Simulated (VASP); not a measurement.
# GaAs: convergence, projections on local functions

GaAs, F-43m (no. 216), 2 atoms in the cell. PBE, projections on local functions; PAW potentials As, Ga_d (PBE set). VASP 6.6.1.

Wanted: filling of the local functions (per spin) within 0.005.

POSCAR:
```
GaAs
1.0
    0.0000000000      2.8268500000      2.8268500000
    2.8268500000      0.0000000000      2.8268500000
    2.8268500000      2.8268500000      0.0000000000
As Ga
1 1
Direct
    0.7500000000      0.7500000000      0.7500000000
    0.0000000000      0.0000000000      0.0000000000
```

The series start from Cutoff ENCUT (eV): 500; k mesh: 6 × 6 × 6. Each series keeps the choices made before it, and each single choice may use up half of a tolerance. Times cover all steps of a run.

## Cutoff ENCUT (eV)

| Cutoff ENCUT (eV) | Filling of the local functions (per spin), largest deviation | Time (s) |
|---|---|---|
| 300 | 0.0239 | 20 |
| 400 | 0.0126 | 28 |
| 500 | 0.0057 | 25 |
| 700 (reference) | 0.0000 | 47 |

## k mesh

| k mesh | Filling of the local functions (per spin), largest deviation | Time (s) |
|---|---|---|
| 4 × 4 × 4 | 0.0095 | 30 |
| 6 × 6 × 6 | 0.0020 | 47 |
| 9 × 9 × 9 (reference) | 0.0000 | 73 |

## Question

The rows run from the loosest to the tightest. For each series: choose the loosest value from which every tighter one stays within half of the tolerance.

## Answer

- Cutoff ENCUT (eV): 700, the tightest run, since the next looser one is off by more than half of the tolerance (convergence isn't shown beyond it)
- k mesh: 6 × 6 × 6

## All choices together

| Input | Filling of the local functions (per spin), largest deviation | Time (s) |
|---|---|---|
| program defaults, k points 0.5 per Å apart (naive) | 0.0323 | 5.0 |
| chosen settings | 0.0020 | 47 |
| reference settings throughout | 0.0000 | 73 |

The chosen settings stay within the tolerance of the reference run, but the reference itself isn't shown to be converged in: Cutoff ENCUT (eV).

## The input

INCAR.step1:
```
PREC = Accurate
ENCUT = 700
EDIFF = 1E-6
ISMEAR = 0
SIGMA = 0.02
LASPH = T
LREAL = F
ALGO = Normal
NELM = 120
LWAVE = T
LCHARG = F
NBANDS = 20
KPAR = 2
GGA = PE
```

INCAR.step2:
```
SYSTEM = GaAs
ALGO = None
EDIFF = 1E-6
ENCUT = 700
GGA = PE
ISMEAR = 0
ISTART = 1
LASPH = .TRUE.
LCHARG = .FALSE.
LOCPROJ = "1 : s : Pr
1 : p : Pr
2 : s : Pr
2 : p : Pr"
LREAL = .FALSE.
LWAVE = .FALSE.
NBANDS = 20
NELM = 1
PREC = Accurate
SIGMA = 0.02
```

INCAR.step3:
```
SYSTEM = GaAs
ALGO = None
EDIFF = 1E-6
ENCUT = 700
GGA = PE
ISMEAR = 0
ISTART = 1
LASPH = .TRUE.
LCHARG = .FALSE.
LOCPROJ = "1 : s : Hy 1 2.0
1 : p : Hy 1 2.0
2 : s : Hy 1 2.0
2 : p : Hy 1 2.0"
LREAL = .FALSE.
LWAVE = .FALSE.
NBANDS = 20
NELM = 1
PREC = Accurate
SIGMA = 0.02
```

KPOINTS:
```
Automatic mesh
0
Gamma
  6 6 6
  0 0 0
```

Commands (each step's output is kept before the next begins):
```
cat potpaw_PBE.64/As/POTCAR potpaw_PBE.64/Ga_d/POTCAR > POTCAR
cp INCAR.step1 INCAR
mpirun -np 2 vasp_std > vasp.out
cp INCAR.step2 INCAR
mpirun -np 1 vasp_std > vasp.out
cp INCAR.step3 INCAR
mpirun -np 1 vasp_std > vasp.out
```

Limits: the functions aren't orthogonal, so the fillings don't add up to the electrons.

The chosen input took VASP 6.6.1 47 s on 2 cores (Intel Xeon Platinum 8175M @ 2.50GHz (Skylake/Cascade Lake)), a shared host.

## An input that fails: projector of a shell that the potential lacks

VASP's message: LPRJ_READER: function: 1 no state with L= 3 on species As.

Changes against the starting input:
```
(step 2)
- LOCPROJ = "1 : s : Pr
1 : p : Pr
2 : s : Pr
2 : p : Pr"
+ LOCPROJ = 1 : f : Pr
```
